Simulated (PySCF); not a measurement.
**C3H6O: full NMR table**

```yaml
Formula: C3H6O
SMILES: CCC=O
Point_group_of_the_computed_structure: Cs
Degrees_of_unsaturation: 1
Carbon_signals: 3
Proton_signals: 3
```

Atoms are numbered as in `[CH3:1][CH2:2][CH:3]=[O:4]`. Hydrogens are named by the atom that carries them.

PySCF 2.14 calculation with shielding tensors at PBE0/pcSseg-1 (GIAO), B3LYP/pcJ-1 coupling constants (without the spin–dipole term) and geometry: GFN2-xTB; equivalent nuclei averaged, non-relativistic Hamiltonian, one computed conformer, in vacuum.

Chemical shifts δ = σref − σ; ¹H and ¹³C vs TMS; ¹⁷O against H2O, all at this level.

| carbon | δC, type | δH (multiplicity, J in Hz) | HMBC from (abs. J ≥ 3 Hz) | span of the C tensor (ppm) |
| --- | --- | --- | --- | --- |
| C1 | 7.7, CH3 | 1.08 (t, 7.3) | H(C3), H(C2) | 8 |
| C2 | 43.0, CH2 | 2.43 (q, 7.3) | H(C3), H(C1) | 63 |
| C3 | 205.9, CH | 10.19 (s) | H(C2), H(C1) | 214 |

Other nuclei:
```
atoms  nucleus      environment  δ (ppm)  σ (ppm)
   O4      ¹⁷O  aldehyde oxygen    690.5   -354.5
```

Selected couplings (Hz, signed; the shortest-range and largest first, 30 at most; isotopes ¹³C, ¹H): ¹J(C3,H(C3)) 170.0, ¹J(C1,H(C1)) 134.4, ¹J(C2,H(C2)) 131.8, ¹J(C2,C3) 40.4, ¹J(C1,C2) 35.1, ²J(C1,C3) -2.2, ³J(H(C1),H(C2)) 7.3.

1. Carbon types of the structure: 1 × CH, 1 × CH2, 1 × CH3, which accounts for all hydrogens.
2. δC 205.9: aldehyde carbonyl carbon; low-lying n→π* states of the double bond to the heteroatom give a large paramagnetic term (-266 ppm).
3. δC 43.0: sp3 CH2 α to a carbonyl; α to the electron-withdrawing carbonyl group.
4. δC 7.7: methyl carbon; a saturated carbon with 1 carbon neighbour and no heteroatom attached.
5. δH 10.19: hydrogen on an aldehyde carbonyl carbon; the formyl region, downfield of aromatic protons.
6. δH 2.43: hydrogen on an sp3 CH2 α to a carbonyl; α to C=O.
7. The protons at 1.08 and 2.43 share a coupling of 7.3 Hz (vicinal).

Multiplet labels drop couplings under 1 Hz and merge nearly equal ones. Unscaled 3J(H,H) at this level run about 10 % above measured values. Shifts are as computed. Against solution values, carbons near 30 ppm lie about +3 ppm off and those near 130 ppm about +5 ppm. Of 1211 compounds with measured shifts, 218 miss one by over three times the rms of a fit or turn the order of signals round; such compounds aren't used in these exercises. Couplings across =CH–CH2 type bonds come from one rotamer and its mirror image, and can be 1–2 Hz further off. Unscaled 17O shifts of doubly bonded oxygen tend to come out too high, by tens of ppm or more. Experimental scales use liquid or dissolved standards, which lie at an offset from isolated H2O (liquid H2O: subtract about 36 ppm).
